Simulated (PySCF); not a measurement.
Fill in the blanks.

Compound: C₆H₇N.
SMILES with atom numbers: `[NH2:1][c:2]1[cH:3][cH:4][cH:5][cH:6][cH:7]1` (hydrogens: H8, H9 on N1; H10 on C3; H11 on C4; H12 on C5; H13 on C6; H14 on C7)

Conformer (atom-mapped SMILES and torsion angles): `[NH2:1][c:2]1[cH:3][cH:4][cH:5][cH:6][cH:7]1`: H–N1–C2–C3 -161°, H–N1–C2–C3 -22°.

```json
{"property": "point group of the GFN2-xTB geometry", "level": "GFN2-xTB", "value": "Cs"}
{"property": "rotational constants A, B, C of the GFN2-xTB geometry", "level": "GFN2-xTB", "value": "?"}
{"property": "dipole moment", "level": "CAM-B3LYP/def2-SVPD", "value": "1.60 D"}
{"property": "HOMO energy", "level": "CAM-B3LYP/def2-SVPD", "value": "?"}
{"property": "LUMO energy", "level": "CAM-B3LYP/def2-SVPD", "value": "1.00 eV"}
{"property": "lowest singlet excitation", "level": "TDDFT CAM-B3LYP/def2-SVPD", "value": "4.93 eV (251 nm, f = 0.039)"}
{"property": "strongest line among the 8 lowest singlet transitions", "level": "TDDFT CAM-B3LYP/def2-SVPD", "value": "S7 at 6.91 eV (179 nm, f = 0.585)"}
{"property": "lowest triplet excitation (Tamm–Dancoff)", "level": "TDA CAM-B3LYP/def2-SVPD", "value": "3.96 eV"}
{"property": "static isotropic polarisability", "level": "CAM-B3LYP/def2-SVPD", "value": "?"}
{"property": "electronic spatial extent ⟨r²⟩ about the centre of nuclear charge", "level": "CAM-B3LYP/def2-SVPD", "value": "679 bohr²"}
```

The electronic properties come from PySCF, for the isolated species, density fitting.

Problem. Give the static isotropic polarisability.

Solution. 77.1 au.

Problem. The rotational constants A, B, C of the GFN2-xTB geometry?

Solution. 5.685, 2.640, 1.805 GHz.

Problem. What is the HOMO energy?

Solution. -7.12 eV.

The largest Löwdin shares of the HOMO are 0.26 on N1, 0.18 on C5 and 0.14 on C2. The vertical singlet–triplet gap S1 − T1 is 0.97 eV (TDDFT singlet less Tamm–Dancoff triplet; S1: HOMO→LUMO, weight 0.88; T1: HOMO→LUMO+1, weight 0.53).
